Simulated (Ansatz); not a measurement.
# GaN: the cost of one run

Method: DFT PBE, scalar-relativistic, plane waves, PAW, in Ansatz 0.2.0.

**1. The starting structure**

Symmetry: P4/nmm, No. 129, tetragonal system. Conventional cell: a = 3.760 Å, b = 3.760 Å, c = 3.819 Å, α = 90.00°, β = 90.00°, γ = 90.00°. Around Ga (site symmetry -4m2) lie 4 N at 2.00 Å. N (site symmetry 4mm) is surrounded by 4 Ga at 2.00 Å.

Structure file:

```cif
data_structure
_symmetry_space_group_name_H-M 'P 1'
_symmetry_Int_Tables_number 1
_cell_length_a 3.7596
_cell_length_b 3.7596
_cell_length_c 3.8190
_cell_angle_alpha 90.000
_cell_angle_beta 90.000
_cell_angle_gamma 90.000
_cell_volume 53.98
loop_
_atom_site_label
_atom_site_type_symbol
_atom_site_fract_x
_atom_site_fract_y
_atom_site_fract_z
_atom_site_occupancy
Ga1 Ga 0.00000 0.00000 0.50000 1
Ga2 Ga 0.50000 0.50000 0.50000 1
N1 N 0.50000 0.00000 0.67861 1
N2 N 0.00000 0.50000 0.32139 1
```

The cell was relaxed beforehand at this level, from a generated guess; it is a trial structure. At a tolerance of 0.02 Å it has space group P4/nmm (No. 129); it has 13.50 Å³/atom, an uncorrected energy of +0.30 eV/atom over the elements.

**2. Static run: bands, density of states and charges**

Input file input.yaml:

```yaml
crystal:
  lattice:
    - [3.7596437751, 0.0, 0.0]
    - [0.0, 3.7596437751, 0.0]
    - [0.0, 0.0, 3.8189968426]
  atoms:
    - { symbol: Ga, position: [0.0, 0.0, 0.5] }
    - { symbol: Ga, position: [0.5, 0.5, 0.5] }
    - { symbol: "N", position: [0.5, 0.0, 0.678612475] }
    - { symbol: "N", position: [0.0, 0.5, 0.321387525] }
basis:
  ecutwfc: 420
kpoints:
  mp_grid: { grid: [8, 8, 8] }
  band_path:
    path:
      - [[0.0, 0.0, 0.0], [0.0, 0.5, 0.0], [0.5, 0.5, 0.0], [0.0, 0.0, 0.0], [0.0, 0.0, 0.5], [0.0, 0.5, 0.5], [0.5, 0.5, 0.5], [0.0, 0.0, 0.5]]
      - [[0.0, 0.5, 0.0], [0.0, 0.5, 0.5]]
      - [[0.5, 0.5, 0.0], [0.5, 0.5, 0.5]]
    npoints: 14
hamiltonian:
  xc: pbe
scf:
  occupations: { method: gaussian, width: 0.02 }
  n_extra_bands: 10
output:
  forces: true
  stress: true
  eigenvalues: true
  populations: true
  dos: { projected: true, de: 0.02, nscf_kmesh: { grid: [12, 12, 12] } }
  bader: true
  write_density: true
  write_potential: true
  elf: true
  volumetric_format: npy
```

Started as:

```bash
ansatz run input.yaml --threads 1 --pin off --max-ram 2560MiB --backend cpu --events-out ev --progress --plain --runs-dir out
```

**Question.** How long does this run take on 1 thread of Intel Xeon Platinum 8259CL at 2.50GHz (Skylake/Cascade Lake), shared host, and how much memory does it need?

About 67 s, with a peak of 0.45 GiB.
